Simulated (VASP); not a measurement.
**CdTe (F-43m): a series in a change of volume**

Strain engineering needs slopes: what does a change of volume do to the lattice and the band edges of CdTe?

Method: LDA; plane waves and PAW (Cd, Te), in the first sound run; inputs show where later runs differ, in VASP 6.6.1.

Most raw output is cut from this account.

## (1) The starting structure

The structure is cubic, space group F-43m (No. 216). Conventional cell: a = 6.481 Å, b = 6.481 Å, c = 6.481 Å, α = 90.00°, β = 90.00°, γ = 90.00°. Cd has 4 Te at 2.81 Å nearest. Nearest to Te lie 4 Cd at 2.81 Å. Farther neighbours and most contacts between anions are not listed.

## (2) Relax the crystal, LDA

The series starts from the cell that this level prefers, so that zero strain is near zero stress.

This step took 2 runs in a row; the last is shown.

Level: LDA; plane waves and PAW (Cd, Te).

The input, INCAR:

```
SYSTEM = CdTe
PREC = Accurate
ENCUT = 450
EDIFF = 1E-07
NELM = 120
ISMEAR = 0
SIGMA = 0.02
LREAL = .FALSE.
ALGO = Normal
GGA = CA
NBANDS = 15
LASPH = .TRUE.
LORBIT = 11
LWAVE = .FALSE.
LCHARG = .FALSE.
KPAR = 12
IBRION = 2
NSW = 40
ISIF = 3
EDIFFG = -0.005
POTIM = 0.4
```

The input, POSCAR:

```
CdTe
1.0
    0.0000000000      3.2089821087      3.2089821087
    3.2089821087      0.0000000000      3.2089821087
    3.2089821087      3.2089821087      0.0000000000
Cd Te
1 1
Direct
    0.0000000000      0.0000000000      0.0000000000
    0.2500000000      0.2500000000      0.2500000000
```

The input, KPOINTS:

```
Automatic mesh
0
Gamma
8 8 8
0 0 0
```

PAW data sets: Cd and Te (LDA family, release 64).

Launch:

```bash
mpirun -np 12 vasp_std
```

Wall time 4.2 s (12 MPI ranks of AMD EPYC 9R45, shared host); peak memory 2.1 GiB.

This run gave:

- energy(sigma→0) of the program: -6.0506 eV
- stress, compression positive: xx, yy, zz 0.01, 0.01, 0.01 GPa
- volume: 66.032 Å³
- ionic steps: 2

## (3) Relax at fixed volume, LDA

One member in full: the volume is scaled by 1.015, and the cell is held.

Level: LDA; plane waves and PAW (Cd, Te).

INCAR, as its differences from that of step 2:

```diff
@@ -15,7 +15,8 @@
 LCHARG = .FALSE.
-KPAR = 12
+KPAR = 3
 IBRION = 2
 NSW = 40
-ISIF = 3
-EDIFFG = -0.005
+ISIF = 2
+EDIFFG = -0.004
 POTIM = 0.4
+MAXMIX = 40
```

The input, POSCAR:

```
CdTe
1.0
    0.0000000000      3.2240200465      3.2240200465
    3.2240200465      0.0000000000      3.2240200465
    3.2240200465      3.2240200465      0.0000000000
Cd Te
1 1
Direct
    0.0000000000      0.0000000000      0.0000000000
    0.2500000000      0.2500000000      0.2500000000
```

KPOINTS is that of step 2.

Launch:

```bash
mpirun -np 3 vasp_std
```

The job ended after 5.8 s (3 MPI ranks; peak memory 0.43 GiB).

Read from the output:

* energy(sigma→0) of the program: -6.0492 eV
* stress, compression positive: xx, yy, zz -0.66, -0.66, -0.66 GPa
* ionic steps: 1

## (4) Band edges, TB-mBJ with spin-orbit coupling

Short lines in KPOINTS_OPT sample the zone centre, for masses, and the other valleys.

Level: TB-mBJ, spin-orbit coupling; plane waves and PAW (Cd, Te).

TB-mBJ has no energy functional, so the total energy, stress and pressure in this output mean nothing.

The input, INCAR:

```
SYSTEM = CdTe
PREC = Accurate
ENCUT = 450
EDIFF = 1E-06
NELM = 150
ISMEAR = 0
SIGMA = 0.02
LREAL = .FALSE.
ALGO = Normal
METAGGA = MBJ
LASPH = .TRUE.
LNONCOLLINEAR = .TRUE.
MAGMOM = 0 0 0 0 0 0
NBANDS = 28
GGA_COMPAT = .FALSE.
LSORBIT = .TRUE.
LWAVE = .FALSE.
LCHARG = .FALSE.
KPAR = 3
```

POSCAR is that of step 3.

The input, KPOINTS:

```
Automatic mesh
0
Gamma
7 7 7
0 0 0
```

The input, KPOINTS_OPT:

```
Line mode
6
Line-mode
Reciprocal
  0.00000000   0.00000000   0.00000000
  0.02565594   0.02565594  -0.00000000

  0.00000000   0.00000000   0.00000000
  0.00000000  -0.02565594  -0.02565594

  0.31000000   0.31000000   0.00000000
  0.50000000   0.50000000   0.00000000

  0.00000000   0.31000000   0.31000000
  0.00000000   0.50000000   0.50000000

  0.45000000   0.45000000   0.45000000
  0.50000000   0.50000000   0.50000000

  0.45000000   0.00000000   0.00000000
  0.50000000   0.00000000   0.00000000

  0.42500000   0.42500000   0.00000000
  0.42500000   0.45065594   0.02565594

  0.50000000   0.50000000   0.50000000
  0.48185851   0.51814149   0.50000000
```

Launch:

```bash
mpirun -np 3 vasp_ncl
```

It took 2.4 min on 3 MPI ranks; peak memory 1.2 GiB; 6.5 min of CPU time.

## (5) Band edges, r2SCAN with spin-orbit coupling

Level: r2SCAN, spin-orbit coupling; plane waves and PAW (Cd, Te).

INCAR, as its differences from that of step 4:

```diff
@@ -4,3 +4,3 @@
 EDIFF = 1E-06
-NELM = 150
+NELM = 100
 ISMEAR = 0
@@ -9,3 +9,3 @@
 ALGO = Normal
-METAGGA = MBJ
+METAGGA = R2SCAN
 LASPH = .TRUE.
```

POSCAR is that of step 4.

KPOINTS is that of step 4.

KPOINTS_OPT is that of step 4.

Launch:

```bash
mpirun -np 3 vasp_ncl
```

It took 3.9 min on 3 MPI ranks; peak memory 1.1 GiB; 11 min of CPU time.

This run gave:

- energy(sigma→0) of the program: -790.8309 eV
- stress, compression positive: xx, yy, zz 2.20, 2.20, 2.20 GPa

The run ends at a pressure of 2.20 GPa.

## (6) The table

Runs beyond LDA use the data sets made with LDA; this shifts their levels slightly, and their total energies have another zero (at TB-mBJ, which has no energy functional, they mean nothing).

The other members went through these steps as far as the tables show, with the same cutoff and, step by step, the same mesh; 25 runs are not shown. The session took 3.0 core hours (wall time by ranks) on a shared machine.

| volume over the relaxed volume | volume (Å³/atom) | pressure (GPa) | energy above the unstrained row (meV/atom) | gap on the mesh, LDA (eV) |
| --- | --- | --- | --- | --- |
| 0.940 | 31.035 | 3.343 | 20.873 | 0.838 |
| 0.955 | 31.530 | 2.396 | 11.680 | 0.788 |
| 0.970 | 32.026 | 1.529 | 5.308 | 0.739 |
| 0.985 | 32.521 | 0.734 | 1.454 | 0.691 |
| 1 | 33.016 | 0.003 | 0.000 | 0.644 |
| 1.015 | 33.511 | -0.665 | 0.693 | 0.598 |
| 1.030 | 34.007 | -1.277 | 3.372 | 0.554 |
| 1.045 | 34.502 | -1.838 | 7.867 | 0.510 |
| 1.060 | 34.997 | -2.355 | 14.076 | 0.467 |

A cubic of the pressure in ln(V/V₀) through all rows has the slope −B at V₀: B = 47 GPa, and its curvature gives B′ = 4.8.

Band edges at TB-mBJ with spin-orbit coupling, counted from the valence-band top at Γ, spin-orbit pairs averaged, with one row partly withheld:

| volume over the relaxed volume | gap (eV) | conduction band at Γ (eV) | Δ or X valley along z (eV) | lowest conduction level at L, [111] (eV) | second valence level below the top (eV) | third valence level below the top (eV) |
| --- | --- | --- | --- | --- | --- | --- |
| 0.940 | 1.814 | 1.814 | 2.807 | 2.429 | 0.000 | 0.835 |
| 0.955 | ? | ? | 2.845 | 2.421 | 0.000 | 0.832 |
| 0.970 | 1.726 | 1.726 | 2.882 | 2.413 | 0.000 | 0.829 |
| 0.985 | 1.682 | 1.682 | 2.916 | 2.405 | 0.000 | 0.826 |
| 1 | 1.640 | 1.640 | 2.945 | 2.396 | 0.000 | 0.823 |
| 1.015 | 1.598 | 1.598 | 2.971 | 2.386 | 0.000 | 0.820 |
| 1.030 | 1.557 | 1.557 | 2.993 | 2.377 | 0.000 | 0.817 |
| 1.045 | 1.517 | 1.517 | 3.011 | 2.366 | 0.000 | 0.814 |
| 1.060 | 1.478 | 1.478 | 3.025 | 2.356 | 0.000 | 0.812 |

Conduction masses, in electron masses (the axis is [001]):

| volume over the relaxed volume | conduction mass at Γ, along the strain axis or the normal of the plane |
| --- | --- |
| 0.940 | 0.143 |
| 0.955 | 0.142 |
| 0.970 | 0.140 |
| 0.985 | 0.139 |
| 1 | 0.139 |
| 1.015 | 0.138 |
| 1.030 | 0.136 |
| 1.045 | 0.135 |
| 1.060 | 0.134 |

Band edges at r2SCAN with spin-orbit coupling, counted from the valence-band top at Γ, spin-orbit pairs averaged:

| volume over the relaxed volume | gap (eV) | conduction band at Γ (eV) | Δ or X valley along z (eV) | lowest conduction level at L, [111] (eV) | second valence level below the top (eV) | third valence level below the top (eV) |
| --- | --- | --- | --- | --- | --- | --- |
| 0.940 | 1.298 | 1.298 | 2.388 | 2.052 | 0.000 | 0.849 |
| 0.955 | 1.246 | 1.246 | 2.429 | 2.038 | 0.000 | 0.846 |
| 0.970 | 1.194 | 1.194 | 2.469 | 2.023 | 0.000 | 0.844 |
| 0.985 | 1.144 | 1.144 | 2.506 | 2.009 | 0.000 | 0.841 |
| 1 | 1.094 | 1.094 | 2.539 | 1.994 | 0.000 | 0.839 |
| 1.015 | 1.046 | 1.046 | 2.572 | 1.978 | 0.000 | 0.836 |
| 1.030 | 0.998 | 0.998 | 2.602 | 1.963 | 0.000 | 0.834 |
| 1.045 | 0.951 | 0.951 | 2.628 | 1.947 | 0.000 | 0.831 |
| 1.060 | 0.906 | 0.906 | 2.649 | 1.931 | 0.000 | 0.829 |

Conduction masses, in electron masses (the axis is [001]):

| volume over the relaxed volume | conduction mass at Γ, along the strain axis or the normal of the plane |
| --- | --- |
| 0.940 | 0.099 |
| 0.955 | 0.097 |
| 0.970 | 0.095 |
| 0.985 | 0.093 |
| 1 | 0.091 |
| 1.015 | 0.088 |
| 1.030 | 0.086 |
| 1.045 | 0.084 |
| 1.060 | 0.082 |

## (7) Working out the slope

The quantity to fit is the conduction level at Γ above the mean of the three top valence levels at TB-mBJ with spin-orbit coupling: 2.092, 2.002, 1.957, 1.914, 1.871, 1.829, 1.789, 1.749 eV in the rows shown.

Fitting a parabola to the 8 known rows (u: logarithm of the volume ratio) gives E = 0.4303 u² − 2.860 u + 1.914 in eV; the residuals are 2.1e-4 eV r.m.s.

At u = -0.04604 this predicts 2.0464 eV.

## (8) The withheld row

The calculation gives 2.0467 eV, so the prediction is 0.0003 eV too low.

## (9) What came out

| Property | Result |
| --- | --- |
| bulk modulus | 47 GPa |
| gap of the unstrained cell, TB-mBJ with spin-orbit coupling | 1.64 eV |
| gap of the unstrained cell, r2SCAN with spin-orbit coupling | 1.09 eV |
| dE/d ln V of the conduction level at Γ above the mean of the three top valence levels, TB-mBJ with spin-orbit coupling | -2.86 eV |
| error of the predicted row | -0.3 meV |

**Reading.** The slope of the energy gives 0.12 GPa at the relaxed volume where the pressure column has 0.00 GPa, a mark of the finite basis. At TB-mBJ with spin-orbit coupling the lowest conduction valley is Γ throughout, and the gap runs between 1.48 and 1.81 eV. At r2SCAN with spin-orbit coupling the lowest conduction valley is Γ throughout, and the gap runs between 0.91 and 1.30 eV. Hole masses are left out throughout, since the top bands are degenerate or cross in many series; of conduction masses, those of the Γ, L and (for Si and Ge under (001) strain) Δ valleys are kept where they change by under an eighth between rows. TB-mBJ is a potential fitted for gaps; it has no energy functional, so its total energies and forces mean nothing, and its bands tend to come out too narrow. r2SCAN opens gaps somewhat over GGA but leaves them below measured values as a rule. Δ or X levels are the lowest on their line, refined by a parabola unless they lie at X; the gap is read from all points sampled and can differ from the lowest valley by some meV, or by tens of meV where strain moves the valence top off Γ. Temperature, zero-point motion and excitons are left out.

[Lines on the potential files, build, host, timing and source positions are cut from VASP's logs without a mark.]

[Logs are printed without paths, hosts, clocks, repeated set-up lines and the standing remarks that a program may print on its own settings, such as how far it seeks lower states.]

[Hosts, paths, dates, database ids (printed as entryN), source tags and the programs' standing remarks are cut or masked in the printed files.]

[In band tables of VASP the shares of atoms and orbitals are scaled to a sum of 1 inside the atoms' spheres.]
